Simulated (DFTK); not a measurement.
The system is Si2W.

```xyz
3
Lattice="-1.6069 1.6069 3.9150 1.6069 -1.6069 3.9150 1.6069 1.6069 -3.9150" Properties=species:S:1:pos:R:3 pbc="T T T"
W     0.0000    0.0000    0.0000
Si    0.0000    0.0000    5.2092
Si    0.0000    0.0000    2.6207
```

Base run:

- Program: DFTK 0.8.2
- Functional: PBE
- Potentials or basis: dojo.nc.sr.pbe.v0_4_1.standard.upf (PBE)
- Cutoff: 1007 eV
- k mesh: 12 × 12 × 12
- Occupations: fermi-dirac, width 0.05 eV
- Spin: no spin polarisation

Its results: band gap on the k mesh none (metal or under the smearing width); pressure 3.3 GPa; largest force 0.078 eV/Å.

Question: The run is repeated on the same cell with these changes: functional from PBE to PBEsol; potentials or basis from dojo.nc.sr.pbe.v0_4_1.standard.upf (PBE) to dojo.nc.sr.pbesol.v0_4_1.standard.upf (PBEsol). What comes out?

Answer: Band gap on the k mesh none (metal or under the smearing width); pressure -2.0 GPa; largest force 0.024 eV/Å.

Not every run made on this cell is shown here.
